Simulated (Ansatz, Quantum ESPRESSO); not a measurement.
# RbCl (Fm-3m): a worked LO-TO splitting

Aim: work out the LO frequency and the static dielectric constant of RbCl (Fm-3m) from one linear-response run, then check them.

Calculated with Quantum ESPRESSO 7.5; DFT PBE, scalar-relativistic, plane waves, PseudoDojo norm-conserving pseudopotentials.

The database entry behind the starting cell differs from later determinations by our own check (about 0.5 % short), so it need not match the best structure at ambient conditions.

## Step 1: Set-up

It takes space group Fm-3m (No. 225, cubic). The conventional cell has a = 6.697 Å, b = 6.697 Å, c = 6.697 Å, α = 90.00°, β = 90.00°, γ = 90.00°. Rb has 6 Cl at 3.35 Å nearest. Nearest to Cl lie 6 Rb at 3.35 Å. Farther neighbours and most contacts between anions are not listed.

As a file:

```
CELL_PARAMETERS angstrom
-3.34847 0.00000 3.34847
0.00000 3.34847 3.34847
-3.34847 3.34847 0.00000
ATOMIC_POSITIONS crystal
Rb 0.00000 0.00000 0.00000
Cl 0.50000 0.50000 0.50000
```

This is the cell after its relaxation at this level of theory, not the database cell from which that began.

## Step 2: What the response run gave

A linear-response run on the relaxed cell, with the response to an electric field; only its zone-centre results are used. Cutoff 58 Ry, k mesh 6×6×6.

The log of the run:

```text
[banners, grids, parts of the stress and lines that vanish by symmetry left out]
Program PHONON v.7.5
     Reading xml data from directory:

[...]
Exchange-correlation= PBE
                           (   1   4   3   4   0   0   0)
[...]
(   3 q-points):
[...]
kinetic-energy cut-off    =      58.0000  Ry
     charge density cut-off    =     232.0000  Ry
     convergence threshold     =      1.0E-18
[...]
Exchange-correlation= PBE
                           (   1   4   3   4   0   0   0)
[...]
q = (   0.0000000   0.0000000   0.0000000 )
     49 Sym.Ops. (with q -> -q+G )
     G cutoff =  470.5953  (  30395 G-vectors)     FFT grid: ( 45, 45, 45)
     number of k points=    16
[...]
Mode symmetry, O_h (m-3m)  point group:
[...]
Dielectric constant
[...]
End of electric fields calculation
          Dielectric constant in cartesian axis
          (       2.282124718       0.000000000       0.000000000 )
          (       0.000000000       2.282124718      -0.000000000 )
          (       0.000000000      -0.000000000       2.282124718 )
          Effective charges (d Force / dE) in cartesian axis without acoustic sum rule applied (asr)
           atom    1  Rb    Mean Z*:        1.16658
      Ex  (        1.16658        0.00000        0.00000 )
      Ey  (        0.00000        1.16658       -0.00000 )
      Ez  (        0.00000       -0.00000        1.16658 )
           atom    2  Cl    Mean Z*:       -1.16703
      Ex  (       -1.16703        0.00000        0.00000 )
      Ey  (        0.00000       -1.16703       -0.00000 )
      Ez  (        0.00000       -0.00000       -1.16703 )
          Effective charges Sum: Mean:       -0.00045
[...]
Effective charges (d Force / dE) in cartesian axis with asr applied:
           atom    1  Rb    Mean Z*:        1.16680
[...]
atom    2  Cl    Mean Z*:       -1.16680
[...]
Representation #   1 modes #   1   2   3
[...]
End of self-consistent calculation
     Convergence has been achieved
     Representation #   2 modes #   4   5   6
[...]
End of self-consistent calculation
     Convergence has been achieved
[...]
Dielectric constant in cartesian axis
          (       2.282124718       0.000000000       0.000000000 )
          (       0.000000000       2.282124718      -0.000000000 )
          (       0.000000000      -0.000000000       2.282124718 )
          Effective charges (d Force / dE) in cartesian axis without acoustic sum rule applied (asr)
           atom    1  Rb    Mean Z*:        1.16658
[...]
q = (    0.000000000   0.000000000   0.000000000 )
[...]
freq (    1) =      -0.029173 [THz] =      -0.973093 [cm-1]
     freq (    2) =      -0.029173 [THz] =      -0.973093 [cm-1]
     freq (    3) =      -0.029173 [THz] =      -0.973093 [cm-1]
     freq (    4) =       3.049530 [THz] =     101.721356 [cm-1]
     freq (    5) =       3.049530 [THz] =     101.721356 [cm-1]
     freq (    6) =       3.049530 [THz] =     101.721356 [cm-1]
[...]
Mode symmetry, O_h (m-3m)  point group:
     freq (   1-   3) =         -1.0  [cm-1]   --> T_1u G_15  G_4- I
     freq (   4-   6) =        101.7  [cm-1]   --> T_1u G_15  G_4- I
[...]
Mode symmetry, D_3d (-3m)  point group:
[...]
Representation #   1 mode #   1
[...]
End of self-consistent calculation
     Convergence has been achieved
     Representation #   2 modes #   2   3
[...]
End of self-consistent calculation
     Convergence has been achieved
     Representation #   3 mode #   4
[...]
Convergence has been achieved
     Representation #   4 modes #   5   6
[...]
Convergence has been achieved
[...]
q = (    0.353553391  -0.353553391   0.353553391 )
[...]
freq (    1) =       1.755692 [THz] =      58.563567 [cm-1]
     freq (    2) =       1.755692 [THz] =      58.563567 [cm-1]
     freq (    3) =       2.815195 [THz] =      93.904808 [cm-1]
     freq (    4) =       2.852318 [THz] =      95.143088 [cm-1]
     freq (    5) =       2.852318 [THz] =      95.143088 [cm-1]
     freq (    6) =       4.055785 [THz] =     135.286418 [cm-1]
[...]
Mode symmetry, D_3d (-3m)  point group:
     freq (   1-   2) =         58.6  [cm-1]   --> E_u  L_3'
     freq (   3-   3) =         93.9  [cm-1]   --> A_2u L_2'
     freq (   4-   5) =         95.1  [cm-1]   --> E_g  L_3
     freq (   6-   6) =        135.3  [cm-1]   --> A_1g L_1
[...]
Mode symmetry, D_4h(4/mmm) point group:
[...]
Representation #   1 mode #   1
[...]
Convergence has been achieved
     Representation #   2 mode #   2
[...]
Convergence has been achieved
     Representation #   3 modes #   3   4
[...]
End of self-consistent calculation
     Convergence has been achieved
     Representation #   4 modes #   5   6
[...]
End of self-consistent calculation
     Convergence has been achieved
[...]
q = (    0.000000000  -0.707106781   0.000000000 )
[...]
freq (    1) =       1.264140 [THz] =      42.167174 [cm-1]
     freq (    2) =       1.264140 [THz] =      42.167174 [cm-1]
     freq (    3) =       2.206782 [THz] =      73.610310 [cm-1]
     freq (    4) =       3.177661 [THz] =     105.995372 [cm-1]
     freq (    5) =       3.177661 [THz] =     105.995372 [cm-1]
     freq (    6) =       3.481526 [THz] =     116.131194 [cm-1]
[...]
Mode symmetry, D_4h(4/mmm) point group:
     freq (   1-   2) =         42.2  [cm-1]   --> E_u  X_5' M_5'
     freq (   3-   3) =         73.6  [cm-1]   --> A_2u X_4' M_4'
     freq (   4-   5) =        106.0  [cm-1]   --> E_u  X_5' M_5'
     freq (   6-   6) =        116.1  [cm-1]   --> A_2u X_4' M_4'

   JOB DONE.
```

```tsv
quantity	value
cell volume Ω (Å³)	75.087
mass of Rb (u)	85.468
mass of Cl (u)	35.450
Born charge of Rb, raw (e)	1.167
Born charge of Cl, raw (e)	-1.167
ε∞	2.282
ω(TO) after the sum rule (cm⁻¹)	101.7
```

## Step 3: The calculation

The charges must sum to zero over the cell; taking off their mean, 0.000 e, leaves Z* = 1.167 e on Rb. In the polar mode Rb moves against Cl, so the reduced mass is μ = 85.47 × 35.45 / 120.92 = 25.057 u.

A longitudinal wave builds up a field that adds to the restoring force: ω(LO)² = ω(TO)² + 4π Z*² / (μ Ω ε∞), in Hartree atomic units. With μ = 45676 electron masses and Ω = 506.72 bohr³ the second term is 3.2390e-07 Ha², or 15602 cm⁻² (1 Ha = 219474.6 cm⁻¹).

So ω(LO) = √(10349 + 15602) = 161.1 cm⁻¹, and by the Lyddane-Sachs-Teller relation ε₀ = ε∞ (ω(LO)/ω(TO))² = 5.72.

## Step 4: Check against the program

The analysis program adds the same non-analytic term to the full matrix, here for q along (1 0 0).

The log of the run:

```text
[banner, memory and clock lines left out]
Program DYNMAT v.7.5

     Reading Dynamical Matrix from file x.dyn1
     ...Force constants read
     ...epsilon and Z* read

     Polarizability (A^3 units)
     multiply by 0.700587 for Clausius-Mossotti correction
         7.661042    0.000000    0.000000
         0.000000    7.661042   -0.000000
         0.000000   -0.000000    7.661042

     IR activities are in (D/A)^2/amu units

# mode   [cm-1]    [THz]      IR
    1     -0.00   -0.0000    0.0000
    2     -0.00   -0.0000    0.0000
    3      0.00    0.0000    0.0000
    4    101.73    3.0498    1.2535
    5    101.73    3.0498    1.2535
    6    161.09    4.8294    1.2535
```

ε₀ comes from the program's run without a direction of q.

```tsv
quantity	by hand	program
ω(LO) (cm⁻¹)	161.1	161.1
ε₀	5.72	5.72
```

## Step 5: What came out

```
TO mode                    : 101.7 cm⁻¹
LO mode                    : 161.1 cm⁻¹
static dielectric constant : 5.723
```

**Reading.** The LO mode of RbCl (Fm-3m) lies at 161 cm⁻¹, 59 cm⁻¹ above the TO mode; the formula meets the program within 0.1 cm⁻¹, as it must for a cubic crystal with one polar mode. ω(LO)² − ω(TO)² goes with Z*²/ε∞: an error of 5 % in ε∞ would move the LO mode by 2.3 cm⁻¹, and semilocal functionals tend to overestimate ε∞. These are harmonic values at zero temperature, at the volume of this functional, for the structure held cubic; stability elsewhere in the zone is no part of this calculation.

[Host names and launcher messages were left out of these logs when they were recorded.]

[Logs are printed without paths, hosts, clocks, repeated set-up lines and the standing remarks that a program may print on its own settings, such as how far it seeks lower states.]

[Hosts, paths, dates, database ids (printed as entryN), source tags and the programs' standing remarks are cut or masked in the printed files.]
